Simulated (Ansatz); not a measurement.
# TiAl3: a vibration from a frozen displacement

These are results of Ansatz 0.2.0, DFT PBEsol, scalar-relativistic, plane waves, PAW, not measurements. The runs took a 420 eV cutoff, a Γ-centred 18×10×10 mesh and Gaussian smearing (0.15 eV). No spin polarisation. Energies are free energies at this smearing, counted from the undisturbed cell; pressure is positive in compression.

Zero of the scan (relaxed at this level; this form isn't the usual structure):

```
Ti Al
1.0
     2.78139    0.00000    0.00000
     0.00000    4.67107    0.00000
     0.00000    0.00000    4.89340
Ti Al
1 3
Cartesian
  0.0000 2.3355 0.7984
  1.3907 2.3355 3.2494
  1.3907 0.0000 1.6300
  0.0000 0.0000 4.1089
```

Atom 1 (Ti) is moved by x along the Cartesian unit vector (1.000, 0.000, 0.000); the cell and all other atoms stay fixed. The cell's volume is 63.58 Å³; the moved atoms weigh 47.867 u together and the others 80.945 u. Some rows repeat others by symmetry and weren't run.

```csv
x (Å),ΔE (meV/cell),total force on the moved atoms along the move (eV/Å),pressure (GPa)
-0.4500,446.95,1.8414,2.0720
-0.3938,348.12,1.6713,1.6259
-0.3375,259.40,1.4766,1.2211
-0.2813,182.37,1.2617,0.8665
-0.2250,117.80,1.0294,0.5670
-0.1688,66.80,0.7839,0.3291
-0.1125,29.83,0.5280,0.1560
0.0000,0.00,0.0000,0.0158
0.1125,29.83,-0.5280,0.1560
0.1688,66.80,-0.7839,0.3291
0.2250,117.80,-1.0294,0.5670
0.2813,182.37,-1.2617,0.8665
0.3375,259.40,-1.4766,1.2211
0.3938,348.12,-1.6713,1.6259
0.4500,446.95,-1.8414,2.0720
```

Problem. What frequency belongs to this motion?

Solution. The force constant is k = −dF/dx = 4.693 eV/Å², from the parabola through x = -0.1125, 0 and 0.1125. In every cell the moved atoms swing against the rest, so the mass is μ = m₁m₂/(m₁ + m₂) = 30.079 u, and ν̃ = 521.5 cm⁻¹ × √(|k|/μ) = 206 cm⁻¹. The pattern needn't be a normal mode: ν̃² is then a weighted mean of the squared nonzero frequencies at the zone centre of this cell, so it lies between the lowest and the highest of them.

Problem. How far does the harmonic law reach?

Solution. At x = -0.450 Å, kx²/2 = 475.20 meV against the computed 446.95 meV (-5.9 %): the well is still close to harmonic there.

Problem. The pressure changes with x². What does that say about the frequency under compression?

Solution. With E = k(V)x²/2, k ∝ V^(−2γ) and x scaling with the cell as V^(1/3), P − P0 = −∂E/∂V = (2γ − 2/3) ΔE/V. At x = 0.1688 Å, V(P − P0) = 63.58 × 0.31329 / 160.2 eV = 124.32 meV and ΔE = 66.80 meV, so γ = 1/3 + V(P − P0)/(2ΔE) = 1.26. This is the Grüneisen parameter of the motion under uniform scaling of the cell: shrinking the cell evenly by 1 % in volume raises the frequency by about 1.26 %.

In a metal these slopes depend on the k mesh and the smearing.

Cost: 8 runs of about 5.3 core-minutes in all, on Intel Xeon Platinum 8488C (Sapphire Rapids) (shared hosts).

The titanium atom sits in a single well against this displacement, with a harmonic estimate of 206 cm⁻¹. Because every periodic image moves too, whole titanium rows slide along their own axis. Ti–Ti distances within a row stay fixed, so the restoring force reflects the changing Ti–Al contacts, probably through both short-range repulsion and Ti d–Al sp bonding, and says little about the stiffness of the Ti–Ti contacts.

The force grows ever more slowly than the displacement over the scan. The geometry requires such a softening eventually, because the sliding energy repeats with the row period and symmetry makes the force vanish again half a period away; that it sets in already at these small displacements is a result of the calculation, not of the geometry alone. The softening shows earlier in the force than in the energy, which integrates over the stiffer centre of the well. The positive Grüneisen parameter fits the usual picture of closer contacts steepening the repulsion.

A real frequency for this mixed pattern doesn't rule out an unstable normal mode, even at the zone centre.
